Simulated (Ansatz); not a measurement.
Convergence test, CuO

The calculation used DFT PBEsol, scalar-relativistic, plane waves, PAW (Ansatz 0.2.0).

```
Cu O
1.0
     2.34044   -1.71078   -0.02293
     2.31974    1.68246   -0.01014
    -0.89088    0.02409    5.07863
Cu O
2 2
Direct
  0.99173 0.49395 0.99449
  0.49091 0.98042 0.49879
  0.57340 0.39839 0.25770
  0.39187 0.56104 0.73971
```

* Γ-centred k-mesh: 10×10×6
* occupation rule: Gaussian smearing, 0.1 eV
* spin treatment: unpolarised
* valence charge of the PAW sets: Cu 19, O 6

The atoms stay fixed while the plane-wave cutoff is varied. ΔE is the energy extrapolated to zero smearing, less that of the reference run (600 eV). The cell was strained and its atoms displaced at random, so that forces don't vanish. Pressure is positive in compression and holds a correction for the finite cutoff (Pulay stress).

Times are rough; the reference took 47 s on 1 thread of Intel(R) Xeon(R) Processor @ 2.70GHz (shared host), peak memory 0.69 GiB.

Problem. Tried: 200, 250, 300, 350, 420, 600 eV. From which plane-wave cutoff on does the energy per atom stay within 100, 10 and 1 meV of the reference?

Solution. 350 for 100 meV, 420 for 10 meV, none but the reference for 1 meV. The reference itself isn't shown to be converged. At 420 eV, where the energy is within 10 meV, force components already agree to within 0.003 eV/Å, where the largest force is 0.753 eV/Å.

| cutoff (eV) | ΔE (meV/atom) | P (GPa) | largest change of a force component (eV/Å) | plane waves at Γ | wall time (s) |
| --- | --- | --- | --- | --- | --- |
| 200 | 10747 | 27.50 | 1.284 | 267 | 15 |
| 250 | 2098 | -3.14 | 0.138 | 365 | 14 |
| 300 | 370 | -3.12 | 0.022 | 461 | 19 |
| 350 | 60.2 | -1.66 | 0.014 | 601 | 25 |
| 420 | 5.17 | -1.38 | 0.003 | 785 | 28 |
| 600 | 0.00 | -1.38 | 0.000 | 1341 | 47 |